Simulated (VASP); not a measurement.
# What goes wrong when the modes of SiO2 (Cristobalite) are computed with a bad input, part 2 of 3

Some phonon runs on SiO2 (Cristobalite) get a fault in the input on purpose. Which of them show, and how? The starting structure is a measured crystal structure from the Crystallography Open Database.

VASP 6.6.1.

**2. Reference modes (continued)**

Level of this step: LDA; plane waves and PAW (Si, O) (VASP).

Parts of OUTCAR (step 2):

```text
ion  position               nearest neighbor table
   1  0.804  0.196  0.750-   5 1.61  10 1.61   9 1.61   8 1.61   2 3.07   4 3.07   2 3.07   4 3.07

  LATTYP: Found a simple tetragonal cell.
 ALAT       =     4.9592103833
 C/A-ratio  =     1.3892632002

 Subroutine GETGRP returns: Found  8 space group operations
 (whereof  2 operations were pure point group operations)

The static configuration has the point symmetry C_2 .
 The point group associated with its full space group is D_4 .

 Found     18 irreducible k-points:

   k-points           NKPTS =     18   k-points in BZ     NKDIM =     18   number of bands    NBANDS=     44

   dimension x,y,z NGX =    40 NGY =   40 NGZ =   54
   dimension x,y,z NGXF=    80 NGYF=   80 NGZF=  108

   ENCUT  =  520.0 eV  38.22 Ry    6.18 a.u.   9.22  9.22 12.81*2*pi/ulx,y,z

   NELECT =      64.0000    total number of electrons

 k-points in reciprocal lattice and weights: Automatic mesh
   0.00000000  0.00000000  0.00000000       0.016
   0.25000000  0.00000000  0.00000000       0.062
   0.50000000  0.00000000  0.00000000       0.031
   0.25000000  0.25000000  0.00000000       0.062
   0.50000000  0.25000000  0.00000000       0.062
   0.50000000  0.50000000  0.00000000       0.016
   0.00000000  0.00000000  0.25000000       0.031
   0.25000000  0.00000000  0.25000000       0.125
   0.50000000  0.00000000  0.25000000       0.062
[...]
0.50000000  0.25000000  0.50000000       0.062
   0.50000000  0.50000000  0.50000000       0.016

 average (electrostatic) potential at core
       1 -89.0738       2 -89.0885       3 -89.1083       4 -89.1348       5 -74.4906
       6 -74.5266       7 -74.5080       8 -74.4859       9 -74.5184      10 -74.4913
      11 -74.5052      12 -74.5321

 E-fermi :   0.1499

 k-point     1 :       0.0000    0.0000    0.0000
  band No.  band energies     occupation
    ...
     28      -1.3044      2.00000
     29      -0.7148      2.00000
     30      -0.3352      2.00000
     31      -0.3276      2.00000
     32      -0.0222      2.00000
     33       5.5002      0.00000
     34       8.5480      0.00000
     35       8.5591      0.00000
     36       9.0615      0.00000
     37       9.0812      0.00000
    ...

 k-point     2 :       0.2500    0.0000    0.0000
  band No.  band energies     occupation
    ...
     28      -1.1215      2.00000
     29      -0.7865      2.00000
     30      -0.5169      2.00000
     31      -0.3883      2.00000
     32      -0.2034      2.00000
     33       6.1367      0.00000
     34       8.6817      0.00000
     35       8.7263      0.00000
     36       9.0475      0.00000
     37       9.1006      0.00000
    ...

 k-point     3 :       0.5000    0.0000    0.0000
  band No.  band energies     occupation
    ...
     28      -1.0267      2.00000
     29      -0.6989      2.00000
     30      -0.6717      2.00000
     31      -0.5352      2.00000
     32      -0.5021      2.00000
     33       7.5435      0.00000
     34       7.5652      0.00000
     35       8.9533      0.00000
     36       8.9857      0.00000
     37       9.5853      0.00000
    ...

  Total       -0.0074285     -0.0357487     -0.3510111     -0.0311882     -0.0781211     -0.1566346
  in kB       -0.0702406     -0.3380246     -3.3190154     -0.2949025     -0.7386804     -1.4810720
  external PRESSURE =      -1.2424269 kB  Pullay stress =       0.0000000 kB

  energy-cutoff  :      520.00
  volume of cell :      169.44
      direct lattice vectors                 reciprocal lattice vectors
     4.959210383  0.000000000  0.000000000     0.201645004  0.000000000  0.000000000
     0.000000000  4.959210383  0.000000000     0.000000000  0.201645004  0.000000000
     0.000000000  0.000000000  6.889648487     0.000000000  0.000000000  0.145145286

 POSITION                                       TOTAL-FORCE (eV/Angst)
 -----------------------------------------------------------------------------------
      3.98551      0.97370      5.16724        -0.090302     -0.016863     -0.088020
      3.45330      3.45330      3.44482         0.002196     -0.015408      0.027747
      0.97370      3.98551      1.72241        -0.011142     -0.014674      0.033917
      1.50591      1.50591      0.00000        -0.149590     -0.051037     -0.250317
      0.55254      1.17892      5.61866         0.333631      0.088500      0.386342
      1.30068      3.03214      0.46642        -0.009048     -0.022027     -0.021884
      4.40667      3.78029      2.18884         0.007678      0.004005     -0.013766
      3.65853      1.92707      3.91125        -0.030955      0.018152     -0.021947
      3.03214      1.30068      6.42322        -0.008294      0.000061      0.016546
      3.78029      4.40667      4.70081        -0.020945     -0.017876     -0.005812
      1.92707      3.65853      2.97840        -0.010674      0.006667     -0.019156
      1.17892      0.55254      1.25599        -0.012554      0.020499     -0.043650
 -----------------------------------------------------------------------------------
    total drift:                                0.000098      0.000053      0.000322

  FREE ENERGIE OF THE ION-ELECTRON SYSTEM (eV)
  ---------------------------------------------------
  free  energy   TOTEN  =      -103.7453914381 eV

  energy  without entropy=     -103.7453914381  energy(sigma->0) =     -103.74539144

 Eigenvectors and eigenvalues of the dynamical matrix
 ----------------------------------------------------

   1 f  =   35.770221 THz   224.750929 2PiTHz 1193.166153 cm-1   147.933682 meV
             X         Y         Z           dx          dy          dz
      3.985512  0.973698  5.167236    -0.062752   -0.057485   -0.226873
      3.453303  3.453303  3.444824     0.059262   -0.053653    0.213056
      0.973698  3.985512  1.722412    -0.062752   -0.057485    0.226873
      1.505907  1.505907  0.000000     0.059262   -0.053653   -0.213056
      0.552537  1.178923  5.633660     0.351875    0.076351    0.253731
      1.300682  3.032142  0.466424     0.005606   -0.013915   -0.022391
      4.406673  3.780287  2.188836     0.351875    0.076351   -0.253731
      3.658528  1.927068  3.911248     0.005606   -0.013915    0.022391
      3.032142  1.300682  6.423225    -0.352055    0.076552    0.254636
      3.780287  4.406673  4.700813    -0.000804    0.008193   -0.006425
      1.927068  3.658528  2.978401    -0.352055    0.076552   -0.254636
      1.178923  0.552537  1.255989    -0.000804    0.008193    0.006425

   2 f  =   35.770221 THz   224.750929 2PiTHz 1193.166153 cm-1   147.933682 meV
             X         Y         Z           dx          dy          dz
[...]
1.300682  3.032142  0.466424     0.076351   -0.351875   -0.253731
      4.406673  3.780287  2.188836    -0.013915   -0.005606    0.022391
      3.658528  1.927068  3.911248     0.076351   -0.351875    0.253731
      3.032142  1.300682  6.423225     0.008193    0.000804    0.006425
      3.780287  4.406673  4.700813     0.076552    0.352055    0.254636
      1.927068  3.658528  2.978401     0.008193    0.000804   -0.006425
      1.178923  0.552537  1.255989     0.076552    0.352055   -0.254636

   3 f  =   33.701995 THz   211.755880 2PiTHz 1124.177549 cm-1   139.380189 meV
             X         Y         Z           dx          dy          dz
      3.985512  0.973698  5.167236     0.004696   -0.004696    0.000000
      3.453303  3.453303  3.444824     0.004696    0.004696    0.000000
      0.973698  3.985512  1.722412    -0.004696    0.004696    0.000000
      1.505907  1.505907  0.000000    -0.004696   -0.004696    0.000000
      0.552537  1.178923  5.633660     0.286551    0.068723    0.195304
      1.300682  3.032142  0.466424     0.068723   -0.286551   -0.195304
      4.406673  3.780287  2.188836    -0.286551   -0.068723    0.195304
      3.658528  1.927068  3.911248    -0.068723    0.286551   -0.195304
      3.032142  1.300682  6.423225    -0.286551    0.068723    0.195304
      3.780287  4.406673  4.700813    -0.068723   -0.286551   -0.195304
      1.927068  3.658528  2.978401     0.286551   -0.068723    0.195304
      1.178923  0.552537  1.255989     0.068723    0.286551   -0.195304

   4 f  =   32.770739 THz   205.904623 2PiTHz 1093.114175 cm-1   135.528824 meV
             X         Y         Z           dx          dy          dz
      3.985512  0.973698  5.167236    -0.074830   -0.074830   -0.225512
      3.453303  3.453303  3.444824    -0.074830    0.074830   -0.225512
      0.973698  3.985512  1.722412     0.074830    0.074830   -0.225512
      1.505907  1.505907  0.000000     0.074830   -0.074830   -0.225512
      0.552537  1.178923  5.633660     0.264410    0.041795    0.149376
      1.300682  3.032142  0.466424    -0.041795    0.264410    0.149376
      4.406673  3.780287  2.188836    -0.264410   -0.041795    0.149376
      3.658528  1.927068  3.911248     0.041795   -0.264410    0.149376
      3.032142  1.300682  6.423225    -0.264410    0.041795    0.149376
      3.780287  4.406673  4.700813     0.041795    0.264410    0.149376
      1.927068  3.658528  2.978401     0.264410   -0.041795    0.149376
      1.178923  0.552537  1.255989    -0.041795   -0.264410    0.149376

   5 f  =   32.629890 THz   205.019646 2PiTHz 1088.415977 cm-1   134.946322 meV
             X         Y         Z           dx          dy          dz
      3.985512  0.973698  5.167236    -0.156344   -0.156344    0.094542
      3.453303  3.453303  3.444824     0.156344   -0.156344   -0.094542
      0.973698  3.985512  1.722412     0.156344    0.156344    0.094542
      1.505907  1.505907  0.000000    -0.156344    0.156344   -0.094542
      0.552537  1.178923  5.633660     0.241645    0.057668    0.185390
      1.300682  3.032142  0.466424     0.057668   -0.241645   -0.185390
      4.406673  3.780287  2.188836    -0.241645   -0.057668    0.185390
      3.658528  1.927068  3.911248    -0.057668    0.241645   -0.185390
      3.032142  1.300682  6.423225     0.241645   -0.057668   -0.185390
      3.780287  4.406673  4.700813     0.057668    0.241645    0.185390
      1.927068  3.658528  2.978401    -0.241645    0.057668   -0.185390
      1.178923  0.552537  1.255989    -0.057668   -0.241645    0.185390

   6 f  =   32.607193 THz   204.877035 2PiTHz 1087.658879 cm-1   134.852454 meV
             X         Y         Z           dx          dy          dz
      3.985512  0.973698  5.167236    -0.186501    0.160343    0.006874
      3.453303  3.453303  3.444824    -0.172662    0.144012    0.083219
      0.973698  3.985512  1.722412    -0.186501    0.160343   -0.006874
      1.505907  1.505907  0.000000    -0.172662    0.144012   -0.083219
      0.552537  1.178923  5.633660     0.253376    0.079750    0.187259
      1.300682  3.032142  0.466424     0.031007   -0.226552   -0.181877
      4.406673  3.780287  2.188836     0.253376    0.079750   -0.187259
      3.658528  1.927068  3.911248     0.031007   -0.226552    0.181877
      3.032142  1.300682  6.423225     0.265056   -0.043673   -0.210139
      3.780287  4.406673  4.700813    -0.073581   -0.212768   -0.154878
      1.927068  3.658528  2.978401     0.265056   -0.043673    0.210139
      1.178923  0.552537  1.255989    -0.073581   -0.212768    0.154878

   7 f  =   32.607193 THz   204.877035 2PiTHz 1087.658879 cm-1   134.852454 meV
             X         Y         Z           dx          dy          dz
      3.985512  0.973698  5.167236    -0.144012   -0.172662    0.083219
      3.453303  3.453303  3.444824    -0.160343   -0.186501   -0.006874
      0.973698  3.985512  1.722412    -0.144012   -0.172662   -0.083219
      1.505907  1.505907  0.000000    -0.160343   -0.186501    0.006874
      0.552537  1.178923  5.633660     0.226552    0.031007    0.181877
      1.300682  3.032142  0.466424    -0.079750    0.253376    0.187259
      4.406673  3.780287  2.188836     0.226552    0.031007   -0.181877
      3.658528  1.927068  3.911248    -0.079750    0.253376   -0.187259
      3.032142  1.300682  6.423225     0.212768   -0.073581   -0.154878
      3.780287  4.406673  4.700813     0.043673    0.265056    0.210139
      1.927068  3.658528  2.978401     0.212768   -0.073581    0.154878
      1.178923  0.552537  1.255989     0.043673    0.265056   -0.210139

   8 f  =   32.529894 THz   204.391350 2PiTHz 1085.080453 cm-1   134.532770 meV
             X         Y         Z           dx          dy          dz
      3.985512  0.973698  5.167236     0.171585   -0.171585    0.000000
      3.453303  3.453303  3.444824    -0.171585   -0.171585    0.000000
      0.973698  3.985512  1.722412    -0.171585    0.171585    0.000000
      1.505907  1.505907  0.000000     0.171585    0.171585   -0.000000
      0.552537  1.178923  5.633660    -0.241203   -0.056880   -0.184781
      1.300682  3.032142  0.466424     0.056880   -0.241203   -0.184781
      4.406673  3.780287  2.188836     0.241203    0.056880   -0.184781
      3.658528  1.927068  3.911248    -0.056880    0.241203   -0.184781
      3.032142  1.300682  6.423225    -0.241203    0.056880    0.184781
    [... 420 further lines ...]
      3.780287  4.406673  4.700813     0.000047    0.000065   -0.258072
      1.927068  3.658528  2.978401     0.000065   -0.000047   -0.258072
      1.178923  0.552537  1.255989    -0.000047   -0.000065   -0.258072

 ELASTIC MODULI CONTR FROM IONIC RELAXATION (kBar)
 Direction    XX          YY          ZZ          XY          YZ          ZX
 --------------------------------------------------------------------------------
 XX       -3420.2018   -201.6032  -1260.0916      0.0000      0.0000     -0.0000
 YY        -201.6032  -3420.2018  -1260.0916     -0.0000     -0.0000      0.0000
 ZZ       -1260.0916  -1260.0916  -2571.8645      0.0000      0.0000      0.0000
 XY           0.0000     -0.0000     -0.0000   -236.6702     -0.0000      0.0000
 YZ           0.0000     -0.0000      0.0000     -0.0000   -754.1915      0.0000
 ZX          -0.0000      0.0000      0.0000      0.0000      0.0000   -754.1915
 --------------------------------------------------------------------------------

 total charge
# of ion       s       p       d       tot
------------------------------------------
    1        0.655   1.028   0.000   1.683
    2        0.655   1.028   0.000   1.683
    3        0.655   1.028   0.000   1.683
    4        0.655   1.028   0.000   1.683
    5        1.540   3.688   0.000   5.227
    6        1.540   3.688   0.000   5.227
    7        1.540   3.688   0.000   5.227
    8        1.540   3.688   0.000   5.227
    9        1.540   3.688   0.000   5.227
   10        1.540   3.688   0.000   5.227
   11        1.540   3.688   0.000   5.227
   12        1.540   3.688   0.000   5.227
--------------------------------------------------
tot         14.936  33.616   0.000  48.552

[... 3 further parts left out ...]
```

The last energy, forces, stress and levels in OUTCAR belong to the last displaced cell, not to the cell of POSCAR.

Reference: the zone-centre modes are at the top E (7) 1193.2, B2 (3) 1124.2, A2 (3) 1093.1, A1 (4) 1085.1 cm⁻¹, at the bottom A1 (1) 224.9, E (1) 145.9, B1 (2) 113.0, B1 (1) 43.9 cm⁻¹, with 13 more of the listed ones between (levels within 1 cm⁻¹ of another are left out).

**3. Modes with a structure that was not relaxed**

A slip made on purpose: a structure that was not relaxed. Against step 2 the input has another starting structure (also changed: NELM).

INCAR

```
SYSTEM = SiO2
PREC = Accurate
ENCUT = 520
EDIFF = 1E-08
NELM = 60
ISMEAR = 0
SIGMA = 0.03
LREAL = .FALSE.
ALGO = Normal
GGA = CA
NBANDS = 44
LORBIT = 11
LWAVE = .FALSE.
LCHARG = .FALSE.
KPAR = 8
IBRION = 6
NFREE = 2
POTIM = 0.015
NSW = 1
ISIF = 2
```

POSCAR

```
SiO2
1.0
    4.9709000000      0.0000000000      0.0000000000
    0.0000000000      4.9709000000      0.0000000000
    0.0000000000      0.0000000000      6.9278000000
Si O
4 8
Direct
    0.8005000000      0.1995000000      0.7500000000
    0.6995000000      0.6995000000      0.5000000000
    0.1995000000      0.8005000000      0.2500000000
    0.3005000000      0.3005000000      0.0000000000
    0.1037000000      0.2392000000      0.8214000000
    0.2608000000      0.6037000000      0.0714000000
    0.8963000000      0.7608000000      0.3214000000
    0.7392000000      0.3963000000      0.5714000000
    0.6037000000      0.2608000000      0.9286000000
    0.7608000000      0.8963000000      0.6786000000
    0.3963000000      0.7392000000      0.4286000000
    0.2392000000      0.1037000000      0.1786000000
```

KPOINTS

```
Automatic mesh
0
Gamma
4 4 4
0 0 0
```

PAW data sets: Si and O (LDA family, release 64).

Started as:

```
> mpirun -np 16 vasp_std
```

Log:

```text
[banner, memory and clock lines left out]
running   16 mpi-ranks, on    1 nodes
[...]
[... a notice as in an earlier step ...]

 LDA part: xc-table for (Slater(with rela. corr.)+CA(PZ))
 , standard interpolation
 POSCAR, INCAR and KPOINTS ok, starting setup
[...]
entering main loop
       N       E                     dE             d eps       ncg     rms          rms(c)
DAV:   1     0.392576904852E+03    0.39258E+03   -0.32813E+04  1584   0.132E+03
DAV:   2    -0.868048736087E+02   -0.47938E+03   -0.46392E+03  2060   0.308E+02
DAV:   3    -0.117147540451E+03   -0.30343E+02   -0.30200E+02  1968   0.831E+01
DAV:   4    -0.117540373537E+03   -0.39283E+00   -0.39218E+00  2000   0.105E+01
[...]
DAV:  14    -0.103733484421E+03   -0.23031E-06   -0.24198E-07  1952   0.251E-03    0.100E-03
DAV:  15    -0.103733484437E+03   -0.16420E-07   -0.12651E-08  1292   0.586E-04    0.458E-04
DAV:  16    -0.103733484436E+03    0.11278E-08   -0.51083E-09  1300   0.389E-04
   1 F= -.10373348E+03 E0= -.10373348E+03  d E =-.562261E-24
[... from here on, the cycles between the ionic steps are left out ...]
   2 F= -.10372587E+03 E0= -.10372587E+03  d E =-.571615E-23
   3 F= -.10373041E+03 E0= -.10373041E+03  d E =-.315164E-22
   4 F= -.10372771E+03 E0= -.10372771E+03  d E =-.182036E-22
   5 F= -.10372771E+03 E0= -.10372771E+03  d E =-.180770E-22
   6 F= -.10373193E+03 E0= -.10373193E+03  d E =-.271207E-22
   7 F= -.10372497E+03 E0= -.10372497E+03  d E =-.611785E-23
   8 F= -.10373296E+03 E0= -.10373296E+03  d E =-.615170E-23
   9 F= -.10373256E+03 E0= -.10373256E+03  d E =-.218866E-22
  10 F= -.10373030E+03 E0= -.10373030E+03  d E =-.405138E-23
  11 F= -.10373065E+03 E0= -.10373065E+03  d E =-.542875E-22
 Finite differences progress:
  Degree of freedom:   5/  5
  Displacement:        2/  2
  Total:              10/ 10
```

Elapsed: 4.5 min, on 16 MPI ranks of AMD EPYC 7R43, shared host; peak memory 5.6 GiB.

Parts of OUTCAR (step 3):

```text
  Total        2.3888682      2.3519056      1.1751330     -0.0276488     -0.0711430     -0.1554631
  in kB       22.3582275     22.0122820     10.9984688     -0.2587749     -0.6658518     -1.4550317
  external PRESSURE =      18.4563261 kB  Pullay stress =       0.0000000 kB

 POSITION                                       TOTAL-FORCE (eV/Angst)
 -----------------------------------------------------------------------------------
      3.97921      0.99169      5.19585        -0.252665      0.128532     -0.093115
      3.47714      3.47714      3.46390         0.149162      0.131910      0.029051
      0.99169      3.97921      1.73195         0.135931     -0.161148      0.034749
      1.49376      1.49376      0.00000        -0.303135     -0.195470     -0.250404
      0.51548      1.18904      5.67549         0.586395      0.100514      0.383692
      1.29641      3.00093      0.49464        -0.023762      0.203094     -0.031650
      4.45542      3.78186      2.22659        -0.218178     -0.009660     -0.022950
      3.67449      1.96997      3.95854        -0.017944     -0.207168     -0.031736
      3.00093      1.29641      6.43316         0.217396     -0.013406      0.026573
      3.78186      4.45542      4.70121        -0.035606     -0.245249      0.001776
      1.96997      3.67449      2.96926        -0.237558      0.020202     -0.010948
      1.18904      0.51548      1.23731        -0.000034      0.247849     -0.035038
 -----------------------------------------------------------------------------------
    total drift:                                0.000041      0.000050     -0.000613

  FREE ENERGIE OF THE ION-ELECTRON SYSTEM (eV)
  ---------------------------------------------------
  free  energy   TOTEN  =      -103.7306484600 eV

  energy  without entropy=     -103.7306484600  energy(sigma->0) =     -103.73064846

[... 1 part as in an earlier step ...]

[... 2 further parts left out ...]
[key lines of the parts left out:]
E-fermi :   0.1077
```

The last energy, forces and stress in OUTCAR belong to the last displaced cell, not to that of POSCAR.

With a structure that was not relaxed the compared modes are at the top E (7) 1221.5, B2 (3) 1152.2 cm⁻¹, at the bottom B1 (2) 98.2, B1 (1) -62.1 cm⁻¹, with 17 more of the listed ones between; B1 (1), real with the reference, turns imaginary. Imaginary, given as negative numbers: B1 (1).

(Part 2 of 3 ends here.)

[Lines on the potential files, build, host, timing and source positions are cut from VASP's logs without a mark.]

[Logs are printed without paths, hosts, clocks, repeated set-up lines and the standing remarks that a program may print on its own settings, such as how far it seeks lower states.]

[Hosts, paths, dates, database ids (printed as entryN), source tags and the programs' standing remarks are cut or masked in the printed files.]
